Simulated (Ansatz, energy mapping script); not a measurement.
# NiHO2 monolayer: exchange couplings from total energies

Aim: the exchange couplings of NiHO2 monolayer from the energies of a few collinear orders, and the ordering temperature that they give.

Method: PBE with U on Ni d by linear response, ortho-atomic projectors; plane waves, U on orthogonalised atomic orbitals unless named otherwise, collinear spin, no spin–orbit coupling, in Ansatz 0.2.0.

This is a report of a sequence of runs, with most program output left out.

## Step 1: The starting structure

The cell holds 4 atoms: 1 Ni, 2 O and 1 H. Its edges and angles: a = 2.979 Å, b = 2.979 Å, c = 17.990 Å, α = 90.0°, β = 90.0°, γ = 120.0°. It derives from NiHO2. one layer cut from the bulk crystal, unrelaxed, 15 A of vacuum. Vacuum lies along c.

The cell comes from a database of computed structures, and need not be the one that the compound takes in experiment.

With a computed U no number in the result is fitted to experiment, though U carries the errors of its own one-shot run.

## Step 2: The Hubbard U from the response of the shell

A small shift of the shell's potential moves charge, once with all else frozen (χ₀) and once with the crystal screening it (χ); U is the difference of their inverses, taken as matrices. The response is summed over a mesh of wavevectors, so that a shifted site feels less of its own images.

The input, input.yaml:

```yaml
crystal:
  lattice:
    - [2.978559138, 2.89e-07, 0.0]
    - [-2.978559638, 5.159015472, 0.0]
    - [0.0, 0.0, 17.990392]
  atoms:
    - { symbol: Ni, position: [0.666667, 0.1666665, 0.472014], spin: 2.0 }
    - { symbol: Ni, position: [0.666667, 0.6666665, 0.472014], spin: -2.0 }
    - { symbol: O, position: [3.33e-07, 0.499999834, 0.416889] }
    - { symbol: O, position: [3.33e-07, 0.999999834, 0.416889] }
    - { symbol: O, position: [0.333333667, 0.333333166, 0.528454] }
    - { symbol: O, position: [0.333333667, 0.833333166, 0.528454] }
    - { symbol: H, position: [0.333333667, 0.333333166, 0.583111] }
    - { symbol: H, position: [0.333333667, 0.833333166, 0.583111] }
magnetization:
  spin_polarized: true
kpoints:
  mp_grid: { grid: [8, 4, 1] }
hamiltonian:
  xc: pbe
  hubbard:
    sites: [{ species: Ni, l: d, u_eff: linear-response }]
    projectors: ortho-atomic
    lr: { qmesh: [2, 1, 1], qmesh_shift: [0.5, 0.5, 0.0] }
scf:
  occupations: { method: fermi_dirac, width: 0.05 }
output:
  eigenvalues: true
```

On the command line:

```
> ansatz run input.yaml --threads 4 --pin off --max-ram 8192MiB --backend cpu --events-out ev --progress --plain --runs-dir out
```

Wall time 2.1 min (4 threads of Arm Neoverse V2, shared host); peak memory 1.6 GiB.

Bare and screened response, and U:

| site | electrons | χ₀ (1/eV) | χ (1/eV) | U (eV) |
| --- | --- | --- | --- | --- |
| Ni1 | 8.355 | -1.028 | -0.1009 | 8.94 |
| Ni2 | 8.355 | -1.028 | -0.1009 | 8.94 |

For Ni1 the on-site elements alone give 1/χ₀ − 1/χ = 8.94 eV, the inverses of the full matrices 8.94 eV, and the program reports 8.94 eV. The state, moments and gap printed next belong to the closing SCF at this U.

The mean over each element's sites is typed into the runs below, where the first set of runs used U = 6 eV on Ni d, ortho-atomic projectors.

## Step 3: Seed run in the crystal's own cell

A corrected shell can settle in several orbital fillings. One parallel run, with an occupation width a fifth wider than the orders use, therefore is to supply the occupation matrices. All orders start from them.

The input, input.yaml:

```yaml
crystal:
  lattice:
    - [2.978559138, 2.89e-07, 0.0]
    - [-1.489279819, 2.579507736, 0.0]
    - [0.0, 0.0, 17.990392]
  atoms:
    - { symbol: Ni, position: [0.666667, 0.333333, 0.472014], spin: 2.0 }
    - { symbol: O, position: [3.33e-07, 0.999999667, 0.416889] }
    - { symbol: O, position: [0.333333667, 0.666666333, 0.528454] }
    - { symbol: H, position: [0.333333667, 0.666666333, 0.583111] }
magnetization:
  spin_polarized: true
kpoints:
  mp_grid: { grid: [14, 14, 1] }
hamiltonian:
  xc: pbe
  hubbard:
    sites: [{ species: Ni, l: d, u_eff: 8.94 }]
    projectors: ortho-atomic
scf:
  occupations: { method: fermi_dirac, width: 0.06 }
output:
  eigenvalues: true
```

It took 12 s on 4 threads; peak memory 0.72 GiB.

Read from the output:

* final state: ferromagnetic
* electrons in the corrected shells: 8.208 e
* largest moment: 1.568 μB

## Step 4: Order 1: parallel, cell A of 8 atoms

The parallel order is the zero of energy for this cell and mesh.

The input, input.yaml:

```yaml
crystal:
  lattice:
    - [2.978559138, 2.89e-07, 0.0]
    - [-2.978559638, 5.159015472, 0.0]
    - [0.0, 0.0, 17.990392]
  atoms:
    - { symbol: Ni, position: [0.666667, 0.1666665, 0.472014], spin: 2.0 }
    - { symbol: Ni, position: [0.666667, 0.6666665, 0.472014], spin: 2.0 }
    - { symbol: O, position: [3.33e-07, 0.499999834, 0.416889] }
    - { symbol: O, position: [3.33e-07, 0.999999834, 0.416889] }
    - { symbol: O, position: [0.333333667, 0.333333166, 0.528454] }
    - { symbol: O, position: [0.333333667, 0.833333166, 0.528454] }
    - { symbol: H, position: [0.333333667, 0.333333166, 0.583111] }
    - { symbol: H, position: [0.333333667, 0.833333166, 0.583111] }
magnetization:
  spin_polarized: true
kpoints:
  mp_grid: { grid: [14, 7, 1] }
hamiltonian:
  xc: pbe
  hubbard:
    sites:
      - { species: Ni, l: d, u_eff: 8.94 }
      - { site: 0, l: d, u_eff: 8.94, starting_ns: [{ spin: up, occupation_matrix: ni1_major }, { spin: down, occupation_matrix: ni1_minor }] }
      - { site: 1, l: d, u_eff: 8.94, starting_ns: [{ spin: up, occupation_matrix: ni1_major }, { spin: down, occupation_matrix: ni1_minor }] }
    projectors: ortho-atomic
    occupation_matrices:
      ni1_major:
        matrix:
          - [0.997, 0.0, 0.0, 0.0, 0.0]
          - [0.0, 0.973, 0.0, 0.0, 0.019]
          - [0.0, 0.0, 0.973, 0.019, 0.0]
          - [0.0, 0.0, 0.019, 0.98, 0.0]
          - [0.0, 0.019, 0.0, 0.0, 0.98]
      ni1_minor:
        matrix:
          - [0.998, 0.0, 0.0, 0.0, 0.0]
          - [0.0, 0.458, 0.0, 0.0, 0.404]
          - [0.0, 0.0, 0.458, 0.404, 0.0]
          - [0.0, 0.0, 0.404, 0.696, 0.0]
          - [0.0, 0.404, 0.0, 0.0, 0.696]
scf:
  occupations: { method: fermi_dirac, width: 0.05 }
output:
  eigenvalues: true
```

Run time: 25 s. Hardware: 4 threads; peak memory 0.95 GiB; 96 s of CPU time.

Spin moment in the sphere by atom:

| atom | spin moment in the sphere (μB) |
| --- | --- |
| Ni1 | 1.57 |
| Ni2 | 1.57 |
| O3 | -0.58 |
| O4 | -0.58 |
| O5 | 0.00 |
| O6 | 0.00 |
| H7 | 0.00 |
| H8 | 0.00 |

The run ends ferromagnetic.

## Step 5: Run 2 (compensated +−; cell A, 8 atoms)

This order reverses 4 of the 6 neighbours at 2.98 Å, 4 of the 6 neighbours at 5.16 Å and 0 of the 6 neighbours at 5.96 Å, counted for an average magnetic atom.

Edit input.yaml of step 4 so:

```diff
@@ -7,3 +7,3 @@
     - { symbol: Ni, position: [0.666667, 0.1666665, 0.472014], spin: 2.0 }
-    - { symbol: Ni, position: [0.666667, 0.6666665, 0.472014], spin: 2.0 }
+    - { symbol: Ni, position: [0.666667, 0.6666665, 0.472014], spin: -2.0 }
     - { symbol: O, position: [3.33e-07, 0.499999834, 0.416889] }
@@ -24,3 +24,3 @@
       - { site: 0, l: d, u_eff: 8.94, starting_ns: [{ spin: up, occupation_matrix: ni1_major }, { spin: down, occupation_matrix: ni1_minor }] }
-      - { site: 1, l: d, u_eff: 8.94, starting_ns: [{ spin: up, occupation_matrix: ni1_major }, { spin: down, occupation_matrix: ni1_minor }] }
+      - { site: 1, l: d, u_eff: 8.94, starting_ns: [{ spin: up, occupation_matrix: ni1_minor }, { spin: down, occupation_matrix: ni1_major }] }
     projectors: ortho-atomic
```

Wall time 17 s (4 threads); peak memory 0.9 GiB; 68 s of CPU time.

Spin moment in the sphere by atom:

| atom | spin moment in the sphere (μB) |
| --- | --- |
| Ni1 | 1.57 |
| Ni2 | -1.57 |
| O3 | 0.07 |
| O4 | -0.07 |
| O5 | 0.00 |
| O6 | 0.00 |
| H7 | 0.00 |
| H8 | 0.00 |

The run ends antiferromagnetic, 129.44 meV a magnetic atom above the parallel order of its cell (energies taken at zero occupation width, not the printed F).

## Step 6: Order 3: parallel, cell B of 12 atoms

A new cell needs its own zero of energy.

The input, input.yaml:

```yaml
crystal:
  lattice:
    - [-5.0e-07, 5.159015761, 0.0]
    - [-4.467839457, 7.738523208, 0.0]
    - [0.0, 0.0, 17.990392]
  atoms:
    - { symbol: Ni, position: [0.666667, 0.666666333, 0.472014], spin: 2.0 }
    - { symbol: Ni, position: [0.666667, 0.999999667, 0.472014], spin: 2.0 }
    - { symbol: Ni, position: [0.666667, 0.333333, 0.472014], spin: 2.0 }
    - { symbol: O, position: [3.33e-07, 0.333333, 0.416889] }
    - { symbol: O, position: [3.33e-07, 0.666666334, 0.416889] }
    - { symbol: O, position: [3.33e-07, 0.999999667, 0.416889] }
    - { symbol: O, position: [0.333333667, 0.999999666, 0.528454] }
    - { symbol: O, position: [0.333333667, 0.333333, 0.528454] }
    - { symbol: O, position: [0.333333667, 0.666666333, 0.528454] }
    - { symbol: H, position: [0.333333667, 0.999999666, 0.583111] }
    - { symbol: H, position: [0.333333667, 0.333333, 0.583111] }
    - { symbol: H, position: [0.333333667, 0.666666333, 0.583111] }
magnetization:
  spin_polarized: true
kpoints:
  mp_grid: { grid: [14, 14, 1] }
hamiltonian:
  xc: pbe
  hubbard:
    sites:
      - { species: Ni, l: d, u_eff: 8.94 }
      - { site: 0, l: d, u_eff: 8.94, starting_ns: [{ spin: up, occupation_matrix: ni1_major }, { spin: down, occupation_matrix: ni1_minor }] }
      - { site: 1, l: d, u_eff: 8.94, starting_ns: [{ spin: up, occupation_matrix: ni1_major }, { spin: down, occupation_matrix: ni1_minor }] }
      - { site: 2, l: d, u_eff: 8.94, starting_ns: [{ spin: up, occupation_matrix: ni1_major }, { spin: down, occupation_matrix: ni1_minor }] }
    projectors: ortho-atomic
    occupation_matrices:
      ni1_major:
        matrix:
          - [0.997, 0.0, 0.0, 0.0, 0.0]
          - [0.0, 0.973, 0.0, 0.0, 0.019]
          - [0.0, 0.0, 0.973, 0.019, 0.0]
          - [0.0, 0.0, 0.019, 0.98, 0.0]
          - [0.0, 0.019, 0.0, 0.0, 0.98]
      ni1_minor:
        matrix:
          - [0.998, 0.0, 0.0, 0.0, 0.0]
          - [0.0, 0.458, 0.0, 0.0, 0.404]
          - [0.0, 0.0, 0.458, 0.404, 0.0]
          - [0.0, 0.0, 0.404, 0.696, 0.0]
          - [0.0, 0.404, 0.0, 0.0, 0.696]
scf:
  occupations: { method: fermi_dirac, width: 0.05 }
output:
  eigenvalues: true
```

Elapsed: 41 s, on 4 threads; peak memory 1.5 GiB; 2.7 min of CPU time.

The run ends ferromagnetic. For each magnetic atom its energy differs from the parallel run of the first cell by 0.28 meV, an error that one common reference would have brought in.

## Step 7: Uncompensated ++− start in cell B (12 atoms)

This order reverses 4 of the 6 neighbours at 2.98 Å, 0 of the 6 neighbours at 5.16 Å and 4 of the 6 neighbours at 5.96 Å, counted for an average magnetic atom.

Edit input.yaml of step 6 so:

```diff
@@ -8,3 +8,3 @@
     - { symbol: Ni, position: [0.666667, 0.999999667, 0.472014], spin: 2.0 }
-    - { symbol: Ni, position: [0.666667, 0.333333, 0.472014], spin: 2.0 }
+    - { symbol: Ni, position: [0.666667, 0.333333, 0.472014], spin: -2.0 }
     - { symbol: O, position: [3.33e-07, 0.333333, 0.416889] }
@@ -29,3 +29,3 @@
       - { site: 1, l: d, u_eff: 8.94, starting_ns: [{ spin: up, occupation_matrix: ni1_major }, { spin: down, occupation_matrix: ni1_minor }] }
-      - { site: 2, l: d, u_eff: 8.94, starting_ns: [{ spin: up, occupation_matrix: ni1_major }, { spin: down, occupation_matrix: ni1_minor }] }
+      - { site: 2, l: d, u_eff: 8.94, starting_ns: [{ spin: up, occupation_matrix: ni1_minor }, { spin: down, occupation_matrix: ni1_major }] }
     projectors: ortho-atomic
```

Elapsed: 71 s, on 4 threads; peak memory 1.6 GiB.

The run ends ferrimagnetic, 114.12 meV a magnetic atom above the parallel order of its cell (energies taken at zero occupation width, not the printed F).

## Step 8: Run 5 (parallel; cell C, 12 atoms)

This run holds the same structure in another cell (a 5.159 → 2.979 Å, γ 30.0 → 120.0°).

The input, input.yaml:

```yaml
crystal:
  lattice:
    - [2.978559138, 2.89e-07, 0.0]
    - [-4.467839457, 7.738523208, 0.0]
    - [0.0, 0.0, 17.990392]
  atoms:
    - { symbol: Ni, position: [0.666667, 0.111111, 0.472014], spin: 2.0 }
    - { symbol: Ni, position: [0.666667, 0.444444333, 0.472014], spin: 2.0 }
    - { symbol: Ni, position: [0.666667, 0.777777667, 0.472014], spin: 2.0 }
    - { symbol: O, position: [3.33e-07, 0.333333222, 0.416889] }
    - { symbol: O, position: [3.33e-07, 0.666666556, 0.416889] }
    - { symbol: O, position: [3.33e-07, 0.999999889, 0.416889] }
    - { symbol: O, position: [0.333333667, 0.222222111, 0.528454] }
    - { symbol: O, position: [0.333333667, 0.555555444, 0.528454] }
    - { symbol: O, position: [0.333333667, 0.888888778, 0.528454] }
    - { symbol: H, position: [0.333333667, 0.222222111, 0.583111] }
    - { symbol: H, position: [0.333333667, 0.555555444, 0.583111] }
    - { symbol: H, position: [0.333333667, 0.888888778, 0.583111] }
magnetization:
  spin_polarized: true
kpoints:
  mp_grid: { grid: [15, 5, 1] }
hamiltonian:
  xc: pbe
  hubbard:
    sites:
      - { species: Ni, l: d, u_eff: 8.94 }
      - { site: 0, l: d, u_eff: 8.94, starting_ns: [{ spin: up, occupation_matrix: ni1_major }, { spin: down, occupation_matrix: ni1_minor }] }
      - { site: 1, l: d, u_eff: 8.94, starting_ns: [{ spin: up, occupation_matrix: ni1_major }, { spin: down, occupation_matrix: ni1_minor }] }
      - { site: 2, l: d, u_eff: 8.94, starting_ns: [{ spin: up, occupation_matrix: ni1_major }, { spin: down, occupation_matrix: ni1_minor }] }
    projectors: ortho-atomic
    occupation_matrices:
      ni1_major:
        matrix:
          - [0.997, 0.0, 0.0, 0.0, 0.0]
          - [0.0, 0.973, 0.0, 0.0, 0.019]
          - [0.0, 0.0, 0.973, 0.019, 0.0]
          - [0.0, 0.0, 0.019, 0.98, 0.0]
          - [0.0, 0.019, 0.0, 0.0, 0.98]
      ni1_minor:
        matrix:
          - [0.998, 0.0, 0.0, 0.0, 0.0]
          - [0.0, 0.458, 0.0, 0.0, 0.404]
          - [0.0, 0.0, 0.458, 0.404, 0.0]
          - [0.0, 0.0, 0.404, 0.696, 0.0]
          - [0.0, 0.404, 0.0, 0.0, 0.696]
scf:
  occupations: { method: fermi_dirac, width: 0.05 }
output:
  eigenvalues: true
```

Run time: 42 s. Hardware: 4 threads; peak memory 1.5 GiB; 2.7 min of CPU time.

The run ends ferromagnetic. For each magnetic atom its energy differs from the parallel run of the first cell by -0.31 meV, an error that one common reference would have brought in.

## Step 9: Run 6 (uncompensated ++−; cell C, 12 atoms)

This order reverses 2.67 of the 6 neighbours at 2.98 Å, 4 of the 6 neighbours at 5.16 Å and 2.67 of the 6 neighbours at 5.96 Å, counted for an average magnetic atom.

Edit input.yaml of step 8 so:

```diff
@@ -8,3 +8,3 @@
     - { symbol: Ni, position: [0.666667, 0.444444333, 0.472014], spin: 2.0 }
-    - { symbol: Ni, position: [0.666667, 0.777777667, 0.472014], spin: 2.0 }
+    - { symbol: Ni, position: [0.666667, 0.777777667, 0.472014], spin: -2.0 }
     - { symbol: O, position: [3.33e-07, 0.333333222, 0.416889] }
@@ -29,3 +29,3 @@
       - { site: 1, l: d, u_eff: 8.94, starting_ns: [{ spin: up, occupation_matrix: ni1_major }, { spin: down, occupation_matrix: ni1_minor }] }
-      - { site: 2, l: d, u_eff: 8.94, starting_ns: [{ spin: up, occupation_matrix: ni1_major }, { spin: down, occupation_matrix: ni1_minor }] }
+      - { site: 2, l: d, u_eff: 8.94, starting_ns: [{ spin: up, occupation_matrix: ni1_minor }, { spin: down, occupation_matrix: ni1_major }] }
     projectors: ortho-atomic
```

It took 80 s on 4 threads; peak memory 1.5 GiB; 5.2 min of CPU time.

The run ends ferrimagnetic, 103.93 meV a magnetic atom above the parallel order of its cell (energies taken at zero occupation width, not the printed F).

## Step 10: Parallel start in cell D (16 atoms)

The input, input.yaml:

```yaml
crystal:
  lattice:
    - [2.978559138, 2.89e-07, 0.0]
    - [-5.957119276, 10.318030944, 0.0]
    - [0.0, 0.0, 17.990392]
  atoms:
    - { symbol: Ni, position: [0.666667, 0.08333325, 0.472014], spin: 2.0 }
    - { symbol: Ni, position: [0.666667, 0.33333325, 0.472014], spin: 2.0 }
    - { symbol: Ni, position: [0.666667, 0.58333325, 0.472014], spin: 2.0 }
    - { symbol: Ni, position: [0.666667, 0.83333325, 0.472014], spin: 2.0 }
    - { symbol: O, position: [3.33e-07, 0.249999917, 0.416889] }
    - { symbol: O, position: [3.33e-07, 0.499999917, 0.416889] }
    - { symbol: O, position: [3.33e-07, 0.749999917, 0.416889] }
    - { symbol: O, position: [3.33e-07, 0.999999917, 0.416889] }
    - { symbol: O, position: [0.333333667, 0.166666583, 0.528454] }
    - { symbol: O, position: [0.333333667, 0.416666583, 0.528454] }
    - { symbol: O, position: [0.333333667, 0.666666583, 0.528454] }
    - { symbol: O, position: [0.333333667, 0.916666583, 0.528454] }
    - { symbol: H, position: [0.333333667, 0.166666583, 0.583111] }
    - { symbol: H, position: [0.333333667, 0.416666583, 0.583111] }
    - { symbol: H, position: [0.333333667, 0.666666583, 0.583111] }
    - { symbol: H, position: [0.333333667, 0.916666583, 0.583111] }
magnetization:
  spin_polarized: true
kpoints:
  mp_grid: { grid: [16, 4, 1] }
hamiltonian:
  xc: pbe
  hubbard:
    sites:
      - { species: Ni, l: d, u_eff: 8.94 }
      - { site: 0, l: d, u_eff: 8.94, starting_ns: [{ spin: up, occupation_matrix: ni1_major }, { spin: down, occupation_matrix: ni1_minor }] }
      - { site: 1, l: d, u_eff: 8.94, starting_ns: [{ spin: up, occupation_matrix: ni1_major }, { spin: down, occupation_matrix: ni1_minor }] }
      - { site: 2, l: d, u_eff: 8.94, starting_ns: [{ spin: up, occupation_matrix: ni1_major }, { spin: down, occupation_matrix: ni1_minor }] }
      - { site: 3, l: d, u_eff: 8.94, starting_ns: [{ spin: up, occupation_matrix: ni1_major }, { spin: down, occupation_matrix: ni1_minor }] }
    projectors: ortho-atomic
    occupation_matrices:
      ni1_major:
        matrix:
          - [0.997, 0.0, 0.0, 0.0, 0.0]
          - [0.0, 0.973, 0.0, 0.0, 0.019]
          - [0.0, 0.0, 0.973, 0.019, 0.0]
          - [0.0, 0.0, 0.019, 0.98, 0.0]
          - [0.0, 0.019, 0.0, 0.0, 0.98]
      ni1_minor:
        matrix:
          - [0.998, 0.0, 0.0, 0.0, 0.0]
          - [0.0, 0.458, 0.0, 0.0, 0.404]
          - [0.0, 0.0, 0.458, 0.404, 0.0]
          - [0.0, 0.0, 0.404, 0.696, 0.0]
          - [0.0, 0.404, 0.0, 0.0, 0.696]
scf:
  occupations: { method: fermi_dirac, width: 0.05 }
output:
  eigenvalues: true
```

Run time: 80 s. Hardware: 4 threads; peak memory 2.2 GiB; 5.3 min of CPU time.

The run ends ferromagnetic. For each magnetic atom its energy differs from the parallel run of the first cell by 0.25 meV, an error that one common reference would have brought in.

[end of part 1 of 2]

[Logs and program files are shortened in this print: banners, set-up blocks, solver, clock and traceback lines can be left out without a mark of their own.]

[Logs are printed without paths, hosts, clocks, repeated set-up lines and the standing remarks that a program may print on its own settings, such as how far it seeks lower states.]

[Hosts, paths, dates, database ids (printed as entryN), source tags and the programs' standing remarks are cut or masked in the printed files.]

[Where a cell is said to come from a database of computed structures, the database is the Materials Project.]
